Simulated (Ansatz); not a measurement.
**NaI: how the settings move a single-point run**

How sensitive is a single-point run of NaI to its settings? A reference run comes first, then one run with altered input.

Program: Ansatz 0.2.0. Level of theory: reference: DFT, LDA, PAW with Ansatz's default frozen-core files, fully relativistic files with spin-orbit coupling; levels and slopes on a fine mesh. These are calculated values, not measurements.

### 1 The starting structure

The structure is cubic, space group Fm-3m (No. 225). Conventional cell: a = 6.262 Å, b = 6.262 Å, c = 6.262 Å, α = 90.00°, β = 90.00°, γ = 90.00°. Na (site symmetry m-3m) has 6 I at 3.13 Å as nearest neighbours. I (site symmetry m-3m) has 6 Na at 3.13 Å as nearest neighbours.

Coordinates:

```
CELL_PARAMETERS angstrom
0.00000 3.13109 3.13109
3.13109 0.00000 3.13109
3.13109 3.13109 0.00000
ATOMIC_POSITIONS crystal
Na 0.00000 0.00000 0.00000
I 0.50000 0.50000 0.50000
```

### 2 The reference run

Input file input.yaml:

```yaml
crystal:
  lattice:
    - [0.0, 3.13108718507, 3.13108718507]
    - [3.13108718507, 0.0, 3.13108718507]
    - [3.13108718507, 3.13108718507, 0.0]
  atoms:
    - { symbol: Na, position: [0.0, 0.0, 0.0] }
    - { symbol: I, position: [0.5, 0.5, 0.5] }
kpoints:
  mp_grid: { grid: [6, 6, 6] }
scf:
  occupations: { method: fixed }
hamiltonian:
  xc: lda
  pseudopotentials: { kind: paw_fr }
magnetization:
  noncollinear: true
  spin_orbit: true
output:
  forces: true
  stress: true
  eigenvalues: true
  eigenstates:
    nscf_kmesh: { grid: [8, 8, 8] }
    de_dk: true
    e_range: [-9, 13.61648167058]
checkpoint:
  write: ck
  write_wavefunctions: false
```

Command:

```console
$ ansatz run input.yaml --threads 1 --pin off --max-ram 3072MiB --backend cpu --events-out ev --progress --plain --runs-dir out
```

Excerpt of the output:

```text
[...]
Basis set: ecut = 420 eV, 1243 PW (Γ)
[...]
Magnetic group: BNS 225.117 (UNI 1619), of the structure as read, at distance tolerance 3.9e-5 Å
k-points: 16 of 216
[...]
SCF iter   1: F=—  HF=-8828.995772 eV  |F-HF|=—  |Δ(HF+E_count)|=         —  Δρ=5.57e-2  dr2=2.00e0  dr2_m=0.00e0 (ungated)  ethr=3.10e-3  |M|=0.00e0 ∫|m|=0.00e0 μB  |m|>n=0.0e0 m-floor=0.0e0 τ_xc=0.0e0  β_m=0.30  ⟨swp⟩=9.3  Hψ=1267  notcnv=0  defer=72
preconditioner: auto → none  [insulator: Δε(μ)=2.347 eV  Ē_g=10.898 eV  n_scr=14 (ndim 8)  ℏωp=13.4 eV  f_vac=0.000  ε∞_Penn≈2.5]
SCF iter   2: F=—  HF=-8828.169821 eV  |F-HF|=—  |Δ(HF+E_count)|=   8.26e-1  Δρ=2.68e-2  dr2=4.52e-1  dr2_m=0.00e0 (ungated)  ethr=3.10e-3  |M|=0.00e0 ∫|m|=0.00e0 μB  |m|>n=0.0e0 m-floor=0.0e0 τ_xc=0.0e0  β_m=0.42  ⟨swp⟩=3.2  Hψ=536  notcnv=0  defer=62
[...]
SCF iter   8: F=—  HF=-8827.940818 eV  |F-HF|=—  |Δ(HF+E_count)|=   1.98e-9  Δρ=4.58e-7  dr2=7.05e-11  dr2_m=0.00e0 (ungated)  ethr=2.90e-11  |M|=0.00e0 ∫|m|=0.00e0 μB  |m|>n=0.0e0 m-floor=0.0e0 τ_xc=0.0e0  β_m=0.90  ⟨swp⟩=2.0  Hψ=440  notcnv=0  defer=64
SCF iter   9: F=-8827.940818 eV  HF=-8827.940818 eV  |F-HF|=3.64e-12  |Δ(HF+E_count)|=  4.37e-11  Δρ=4.96e-8  dr2=9.51e-13  dr2_m=0.00e0 (ungated)  ethr=1.00e-12  |M|=0.00e0 ∫|m|=0.00e0 μB  |m|>n=0.0e0 m-floor=0.0e0 τ_xc=0.0e0  ⟨swp⟩=18.6  Hψ=2155  notcnv=0
[...]
SCF converged after 9 iterations
Magnetization: |M| = 0.0000 μB,  M = (+0.0000, +0.0000, +0.0000) μB
[...]
Free energy (F): -8827.940818 eV
[...]
E sigma→0 (E₀):  -8827.940818 eV
Fermi energy:    4.098292 eV
[...]
  P = ⅓ Tr σ = 0.0126 GPa (0.126 kbar)
[...]
```

It took 16 s on 1 thread of Arm Neoverse V2, shared host; peak memory 0.41 GiB.

### 3 Variant: xc pbesol

Edit input.yaml of step 2 so:

```diff
@@ -13,3 +13,3 @@
 hamiltonian:
-  xc: lda
+  xc: pbesol
   pseudopotentials: { kind: paw_fr }
```

Command:

```console
$ ansatz run input.yaml --threads 1 --pin off --max-ram 3072MiB --backend cpu --events-out ev --progress --plain --runs-dir out
```

The log of the run (excerpt; [...] marks lines left out):

```text
[...]
Pseudopotentials: kind: paw_fr
Pseudopotential: Na, paw_fr, valence charge 9, recommended cutoff 420 eV (normal), Na.paw.azcp#standard-fr
Pseudopotential: I, paw_fr, valence charge 17, recommended cutoff 420 eV (normal), I.paw.azcp#standard-fr
Functional definition: PBEsol
[...]
non-collinear run that drives no moment, with spin-orbit: no starting moment large enough to seed its density (crystal.atoms[].spin), no starting occupations that ask for one, no magnetisation constraint and no magnetic field, so the semilocal B_xc is pinned to zero
Crystal: 2 atoms, lattice volume = 61.393 Å³
Basis set: ecut = 420 eV, 1243 PW (Γ), exchange–correlation on 60×60×60 points (8 copies of the dense FFT grid, shifted against one another)
Bands: 34, of which v1, the nominal top of the filled ones, is band 26 counted from 1 (25 counted from 0)
Symmetry: 48 space group operations + 48 with time reversal
Magnetic group: BNS 225.117 (UNI 1619), of the structure as read, at distance tolerance 3.9e-5 Å
k-points: 16 of 216
Projection manifold: j_resolved (fully-relativistic pseudo-atomic orbitals)
[...]
SCF iter   1: F=—  HF=-8914.742625 eV  |F-HF|=—  |Δ(HF+E_count)|=         —  Δρ=5.79e-2  dr2=2.09e0  dr2_m=0.00e0 (ungated)  ethr=3.10e-3  |M|=0.00e0 ∫|m|=0.00e0 μB  |m|>n=0.0e0 m-floor=0.0e0 τ_xc=0.0e0  β_m=0.30  ⟨swp⟩=9.4  Hψ=1242  notcnv=0  defer=70
[...]
SCF iter   9: F=-8913.650392 eV  HF=-8913.650392 eV  |F-HF|=1.82e-12  |Δ(HF+E_count)|=  2.46e-10  Δρ=7.36e-8  dr2=2.96e-12  dr2_m=0.00e0 (ungated)  ethr=1.00e-12  |M|=0.00e0 ∫|m|=0.00e0 μB  |m|>n=0.0e0 m-floor=0.0e0 τ_xc=0.0e0  ⟨swp⟩=18.9  Hψ=2262  notcnv=0
[...]
NSCF: frozen V_eff on 29 k-points
SCF converged after 9 iterations
Magnetization: |M| = 0.0000 μB,  M = (+0.0000, +0.0000, +0.0000) μB
Absolute magnetization: 0.0000 μB (∫|m|)
  site 0: m = (+0.0000, +0.0000, +0.0000) μB, |m| = 0.0000 μB  (R = 1.29 Å)
  site 1: m = (+0.0000, +0.0000, +0.0000) μB, |m| = 0.0000 μB  (R = 1.29 Å)
Free energy (F): -8913.650392 eV
[...]
E sigma→0 (E₀):  -8913.650392 eV
Fermi energy:    4.256443 eV
[...]
--- Forces (eV/Å), atoms counted from 1 ---
  atom   1  Na     0.00000000     0.00000000    -0.00000000
  atom   2  I      0.00000000    -0.00000000     0.00000000
[...]
--- Stress (GPa, compression-positive) ---
        1.366333      -0.000000      -0.000000
       -0.000000       1.366333      -0.000000
       -0.000000      -0.000000       1.366333
  P = ⅓ Tr σ = 1.3663 GPa (13.663 kbar)
--- Band table (eV; the first three rows and the last of 16) ---
[...]
--- Fermi surface from the table of eigenstates not read: on its mesh, or on one of the eight of every second point, the electrons fill whole bands (an insulator's do; a metal wants a denser output.eigenstates.nscf_kmesh) ---
```

Run time: 16 s. Hardware: 1 thread of Arm Neoverse V2, shared host; peak memory 0.42 GiB.

A change of functional puts the total energy on another scale; the pressure goes from 0.0 to 1.4 GPa and the gap on the mesh goes from 3.26 to 3.44 eV. At this fixed cell a higher pressure means that this functional prefers a larger volume than the reference.

### 4 Comparison

| run | ending | energy change | pressure (GPa) | gap (eV) | force (eV/Å) | cycles | time |
| --- | --- | --- | --- | --- | --- | --- | --- |
| reference | converged | - | 0.0 | 3.26 | 0.00 | - | 16 s |
| 1: xc pbesol | converged | not comparable | 1.4 | 3.44 | 0.00 | 9 | 16 s |

Residual by cycle in the longest SCF loop of each run; runs are numbered as in the table. The quantity is the density residual dr2, in eV.

| cycle | reference | run 1 |
| --- | --- | --- |
| 1 | 2 | 2.09 |
| 2 | 0.452 | 0.481 |
| 3 | 0.0178 | 0.0179 |
| 4 | 6.4e-4 | 8.2e-4 |
| 5 | 1.6e-5 | 2.9e-5 |
| 6 | 1.2e-7 | 2.2e-7 |
| 7 | 7.5e-9 | 6.3e-9 |
| 8 | 7.1e-11 | 1.4e-10 |
| 9 | 9.5e-13 | 3.0e-12 |

Total energies don't compare across a change of functional; the pressure goes from 0.0 to 1.4 GPa and the gap on the mesh goes from 3.26 to 3.44 eV. At this fixed cell a higher pressure means that this functional prefers a larger volume than the reference.

These are semilocal Kohn-Sham gaps, which aren't the measured quantity. Such gaps usually fall short of the measured ones.
